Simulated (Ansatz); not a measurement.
**MgI2: the band gap up the ladder of functionals**

The task here is to estimate one member of a computed series from the others.

Program: Ansatz 0.2.0. PAW datasets, plane waves. (Calculated; spin-unpolarised; the phase may be known or hypothetical.)

### The system as given

The cell was relaxed beforehand with r2SCAN.

In-plane lattice: a = 4.086 Å, b = 4.086 Å, γ = 120.0°; thickness between the outer nuclei 3.68 Å. Mg has 6 I at 2.99 Å; I has 3 Mg at 2.99 Å.

Coordinates:

```
CELL_PARAMETERS angstrom
4.08605 0.00000 0.00000
-2.04302 3.53862 0.00000
0.00000 0.00000 30.90767
ATOMIC_POSITIONS crystal
Mg 0.33333 0.66667 0.29119
I 0.66667 0.33333 0.35075
I 0.66667 0.33333 0.23163
```
Periodic in the plane only; c spans the vacuum.

Set-up of the first run:

The input, input.yaml:

```yaml
crystal:
  lattice:
    - [4.086046375, 0.0, 0.0]
    - [-2.0430231875, 3.5386199618, 0.0]
    - [0.0, 0.0, 30.9076676032]
  atoms:
    - { symbol: Mg, position: [0.3333333333, 0.6666666667, 0.2911898793] }
    - { symbol: I, position: [0.6666666667, 0.3333333333, 0.3507496087] }
    - { symbol: I, position: [0.6666666667, 0.3333333333, 0.2316301499] }
  periodic: [true, true, false]
kpoints:
  mp_grid: { grid: [12, 12, 1] }
  band_path:
    path:
      - [0, 0, 0]
      - [0.5, 0, 0]
      - [0.3333333333333, 0.3333333333333, 0]
      - [0, 0, 0]
    npoints: 10
hamiltonian:
  xc: pbe
scf:
  occupations: { method: fermi_dirac, width: 0.02 }
  n_extra_bands: 4
output:
  forces: true
  stress: true
  eigenvalues: true
```

Started as:

```console
$ ansatz run input.yaml --threads 2 --pin off --max-ram 20275MiB --backend cpu --events-out ev --progress --plain --runs-dir out
```

Steps of the session up to this table: PBE bands along the symmetry lines; r2SCAN; HSE06; PBE+SOC; PBE0 at the same geometry; LDA at the same geometry; Single point with HSE06+SOC; r2SCANh at the same geometry; Hartree-Fock.

One of the session's tables, all rows but one given; the rest of the session is left out.

```
       level  gap (eV)
         PBE      2.98
      r2SCAN      3.56
       HSE06         ?
     PBE+SOC      2.61
        PBE0      4.59
         LDA      2.85
   HSE06+SOC      3.48
     r2SCANh      4.11
Hartree-Fock      9.45
```

**Question.** Estimate the row for HSE06.

**Answer.** gap (eV): 3.88. In the column «gap (eV)» it lies between r2SCAN (3.56) and r2SCANh (4.11).

Meshes: PBE 12×12×1, r2SCAN 12×12×1, HSE06 6×6×1, PBE+SOC 12×12×1, PBE0 6×6×1, LDA 12×12×1, HSE06+SOC 6×6×1, r2SCANh 6×6×1, Hartree-Fock 6×6×1

PBE+SOC gives the least gap, 2.61 eV, and Hartree-Fock the largest, 9.45 eV. Against HSE06, PBE is short by 0.90 eV, at 77 % of it, and r2SCAN 92 %. PBE0 lies 0.71 eV above HSE06, which differs from it by screening the long-range exchange. The levels disagree on whether the gap is direct.

Caveats from the session: Warnings in the runs' records: stress exchange threshold loose, stress scf threshold loose, xc potential rough in thin density.
